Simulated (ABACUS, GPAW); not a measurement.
This is a calculation of TaN for GPAW 26.7.0 (ASE script). Atoms were shifted at random by some hundredths of an Å from the given cell, which wasn't relaxed again for these runs. The cell comes from a database or a generator and needn't be the stable form of this composition.

run.py

```python
from ase import Atoms
from ase.dft.bandgap import bandgap
from ase.io import write
from ase.units import GPa
from gpaw import GPAW, PW, setup_paths

setup_paths.insert(0, '.')

atoms = Atoms(['Ta', 'N'],
              cell=[[0.0, 2.211323, 2.211323],
                    [2.211323, 0.0, 2.211323],
                    [2.211323, 2.211323, 0.0]],
              scaled_positions=[[0.513526, 0.484213, 0.528979],
                                [-0.012902, -0.014702, 0.015695]],
              pbc=True)

calc = GPAW(mode=PW(800),
            xc='PBEsol',
            kpts={'size': (10, 10, 10), 'gamma': True},
            occupations={'name': 'fermi-dirac', 'width': 0.05},
            nbands=19,
            convergence={'density': 1e-05, 'energy': 1e-05},
            maxiter=150,
            txt='gpaw.txt')
atoms.calc = calc
energy = atoms.get_potential_energy()
forces = atoms.get_forces()
stress = atoms.get_stress()
calc.write('gs.gpw')
write('result.traj', atoms)
print(f'Energy: {energy:.6f} eV')
print('Forces (eV/A):')
print(forces.round(4))
print('Stress (GPa):', (stress / GPa).round(3))
print('Fermi level:', round(calc.get_fermi_level(), 4), 'eV')
print(f'Gap: {bandgap(calc)[0]:.4f} eV, direct: {bandgap(calc, direct=True)[0]:.4f} eV')
```

Potentials or basis: PAW data sets generated in the run's folder for this functional, pw.

Command:

```sh
$ gpaw-setup -f PBEsol N Ta
$ OMP_NUM_THREADS=1 python run.py
```

Task: What does the same run look like in ABACUS 3.10.1? Potentials or basis there: PseudoDojo NC SR 0.4.1 PBEsol standard, plane waves, cutoff 1143 eV.

Result: As run (cutoffs and basis follow the program's own potentials, and thresholds, step limits or extra output files can differ):

Contents of INPUT:

```
INPUT_PARAMETERS
suffix              TaN
calculation         scf
basis_type          pw
pseudo_dir          ./
symmetry            1
dft_functional      pbesol
ecutwfc             84
pseudo_rcut         7
nspin               1
nbands              13
ks_solver           dav
smearing_method     fd
smearing_sigma      0.00367493
scf_thr             1e-08
scf_nmax            100
mixing_type         broyden
mixing_beta         0.7
cal_force           1
cal_stress          1
out_chg             1
out_pot             2
out_elf             1
```

STRU

```
ATOMIC_SPECIES
Ta 180.9479 Ta.upf
N 14.0070 N.upf

LATTICE_CONSTANT
1.8897261246

LATTICE_VECTORS
0.0000000000 2.2113230000 2.2113230000
2.2113230000 0.0000000000 2.2113230000
2.2113230000 2.2113230000 0.0000000000

ATOMIC_POSITIONS
Direct

Ta
0.0
1
0.5135260000 0.4842130000 0.5289790000 1 1 1

N
0.0
1
-0.0129020000 -0.0147020000 0.0156950000 1 1 1
```

The input KPT:

```
K_POINTS
0
Gamma
10 10 10 0 0 0
```

Potentials or basis: PseudoDojo NC SR 0.4.1 PBEsol standard, plane waves.

Run with:

```bash
$ OMP_NUM_THREADS=1 mpirun -np 4 abacus > log
```

Both were run:

|  | GPAW | ABACUS |
| --- | --- | --- |
| Pressure | -9.3 GPa | -9.3 GPa |
| Largest force | 0.801 eV/Å | 0.770 eV/Å |
| Energy over the undisturbed cell | 20.1 meV/atom | 15.5 meV/atom |

Pressure is positive in compression.
